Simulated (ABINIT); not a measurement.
Input of an ABINIT 10.8.3 (patched build) run:

File run.abi:

```
# Datasets: one volume each
ndtset 7
getwfk -1
scalecart1 3*0.9795861087
scalecart2 3*0.9864848297
scalecart3 3*0.9932883884
scalecart4 3*1.0000000000
scalecart5 3*1.0066227096
scalecart6 3*1.0131594038
scalecart7 3*1.0196128224

# Pseudopotentials
pp_dirpath "./"
pseudos "N.GGA_PBE-JTH.xml, B.GGA_PBE-JTH.xml"

# Structure
acell 4.8452022309 4.8452022309 4.8452022309
rprim
     0.0000000000     0.7071067812     0.7071067812
     0.7071067812     0.0000000000     0.7071067812
     0.7071067812     0.7071067812     0.0000000000
ntypat 2
znucl 7 5
natom 2
typat 1 2
xred
     0.2500000000     0.2500000000     0.2500000000
     0.0000000000     0.0000000000     0.0000000000

# Plane-wave basis
ecut 707.496042 eV
pawecutdg 48.0

# k points
kptopt 1
ngkpt 13 13 13
nshiftk 1
shiftk 0.0 0.0 0.0

# Exchange and correlation
ixc 11

# Bands and occupations
nband 8
occopt 3
tsmear 0.05 eV

# SCF cycle
nstep 100
tolvrs 1.0e-9

# Output
iomode 3
prtwf 1
prtden 0
prteig 0
prtebands 0
enunit 2
```

Potentials or basis: JTH PAW PBE v2.0.

Launch:

```console
$ abinit run.abi > log 2>&1
```

Predict the equilibrium volume.

5.95 Å³/atom.

What does it give for the pressure derivative of the bulk modulus?

3.7.

Energy against volume, from the lowest point:
```
volume (Å³/atom)  energy (meV/atom)
           5.602              26.53
           5.721              11.24
           5.840               2.55
           5.959               0.00
           6.078               2.93
           6.198              10.88
           6.317              23.39
```

Caveat: pressures at fixed basis lie under the slope of the energies; the atomic spheres overlap.

**Measured values to compare with.**

“Effect of nanostructuration on compressibility of cubic BN”, 2012, arxiv:1208.3664 quotes, for a bulk crystal of BN at 300 K: bulk modulus 395 ± 2 GPa.

A measured bulk modulus of BN is 395 GPa (300 K; quoted in “Effect of nanostructuration on compressibility of cubic BN”, 2012, arxiv:1208.3664); the calculated 372 GPa misses it by -5.9 %. The fit is for a static lattice scaled at fixed shape and fixed fractional positions.
